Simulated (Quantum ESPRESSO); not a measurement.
BP:

```xyz
2
Lattice="0.0000 2.2690 2.2690 2.2690 0.0000 2.2690 2.2690 2.2690 0.0000" Properties=species:S:1:pos:R:3 pbc="T T T"
P     3.4035    3.4035    3.4035
B     0.0000    0.0000    0.0000
```

Base run:

```yaml
Program: Quantum ESPRESSO 7.5
Functional: WC
Potentials_or_basis: GBRV 1.5 PBE
Cutoff: 612 eV
Density_cutoff: 4898 eV
k_mesh: 8 × 8 × 8, shifted
Occupations: fermi-dirac, width 0.05 eV
Spin: no spin polarisation
```

Its results: pressure -1.7 GPa; electronic dielectric tensor (diagonal) 9.31.

Question: After a change of settings the same cell gave: pressure -2.3 GPa; electronic dielectric tensor (diagonal) 9.35. Which change was it?
A. functional from WC to LDA; potentials or basis from GBRV 1.5 PBE to GBRV 1.5 LDA
B. functional from WC to BLYP
C. functional from WC to AM05

Answer: C.

Caveats: the potentials were made for another functional, which shifts forces and pressure.

Runs at the PBE level aren't shown here.
